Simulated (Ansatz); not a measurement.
EuS:

```
CELL_PARAMETERS angstrom
0.00000 2.97850 2.97850
2.97850 0.00000 2.97850
2.97850 2.97850 0.00000
ATOMIC_POSITIONS crystal
Eu 0.00000 0.00000 0.00000
S 0.50000 0.50000 0.50000
```

| Quantity | Value |
| --- | --- |
| Program | Ansatz 0.2.0 |
| Task | relaxation of cell and atoms |
| Functional | PBEsol |
| Dispersion | D4 |
| Potentials or basis | Ansatz PAW |
| Cutoff | 420 eV (not typed: the program's choice for these potentials) |
| k mesh | 8 × 8 × 8 |
| Occupations | fermi-dirac, width 0.05 eV |
| Spin | collinear spin, ferromagnetic start |
| Starting moments | [7.0, 0.0] μB |

At the start: volume 26.42 Å³/atom.

Where does the relaxation end?

It ends after 5 steps and the volume is 22.96 Å³/atom (-13.1 %); space group Fm-3m (No. 225, to 0.05 Å); moment 6.90 μB per cell.

Step by step:
```
step  energy change (eV)  largest force (eV/Å)  volume (Å³)
   1              0.0000                0.0000        52.85
   2             -0.1605                0.0000        45.32
   3             -0.1616                0.0000        46.08
   4             -0.1618                0.0000        45.92
   5             -0.1595                0.0000        45.92
```

Final structure:
```
Eu S
1.0
     0.00000    2.84225    2.84225
     2.84225    0.00000    2.84225
     2.84225    2.84225    0.00000
Eu S
1 1
Direct
  0.00000 0.00000 0.00000
  0.50000 0.50000 0.50000
```

Caveat: the plane-wave basis is chosen anew once the cell has moved, so the energies of steps on either side of that aren't comparable; the volume moved by -13 % from the deposited cell, more than functionals usually miss; a cell with one magnetic atom can't hold antiferromagnetic order, which such compounds often take; without U or exact exchange the open f shell lies at the Fermi level, which spoils levels, moments and volumes; the PAW data sets come from PBE, with cores solved anew for the run's functional, which leaves a small shift of forces and pressure.
